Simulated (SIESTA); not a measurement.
Runs of SIESTA 5.4.2 on W. Symmetry: Fm-3m, No. 225, cubic system. The conventional cell has a = 4.060 Å, b = 4.060 Å, c = 4.060 Å, α = 90.00°, β = 90.00°, γ = 90.00°. Around W (site symmetry m-3m) lie 12 W at 2.87 Å. This isn't the form of W at room conditions, which is bcc.

```csv
task,level,potentials or basis,cell,k mesh,optimiser,force tolerance,stress tolerance (GPa),energy shift,gap on the mesh (eV),pressure (GPa),V0 of scaled cells (Å³/atom),B0 (GPa)
equation of state,PBEsol,"PseudoDojo 0.4 standard (PBEsol files), DZP (energy shift 0.003 Ry; two zetas on semicore shells)",as given,11 × 11 × 11,-,-,-,0.003 Ry,-,-,16.19,(a)
band structure,LDA,"PseudoDojo 0.4 standard (LDA files), DZP (energy shift 0.003 Ry; two zetas on semicore shells)",as given,11 × 11 × 11,-,-,-,0.003 Ry,none,-15.7,-,-
relaxation of cell and atoms,LDA,"PseudoDojo 0.5 stringent (PBE files), DZP (energy shift 0.005 Ry)",relaxed,8 × 8 × 8,Broyden,0.01 eV/Å,0.05,0.005 Ry,none,0.0,-,-
band structure,PBEsol,"PseudoDojo 0.4 standard (PBEsol files), DZP (energy shift 0.003 Ry; two zetas on semicore shells)",as given,11 × 11 × 11,-,-,-,0.003 Ry,none,-9.8,-,-
equation of state,LDA,"PseudoDojo 0.4 standard (LDA files), DZP (energy shift 0.003 Ry; two zetas on semicore shells)",as given,11 × 11 × 11,-,-,-,0.003 Ry,-,-,(b),330
```

Alike in all rows: no spin polarisation; smearing fermi-dirac 0.05 eV; grid cutoff 800 Ry.

Problem. Fill in the values left out.

Solution. (a) 318; (b) 15.87.

Caveats: the basis of atomic orbitals isn't converged, which shifts pressures, moduli and gaps; short orbitals over semicore shells can move pressures by several GPa (some runs); semicore shells carry a single zeta, which can move pressures by several GPa and volumes by a few percent (some runs); the potentials were made for another functional, which shifts forces and pressure (some runs).

A k mesh can miss the band edges, and the runs leave out spin-orbit coupling on W.

A gap of «none» marks a metal or a gap under the smearing width.

Not every run made on this cell is shown here.
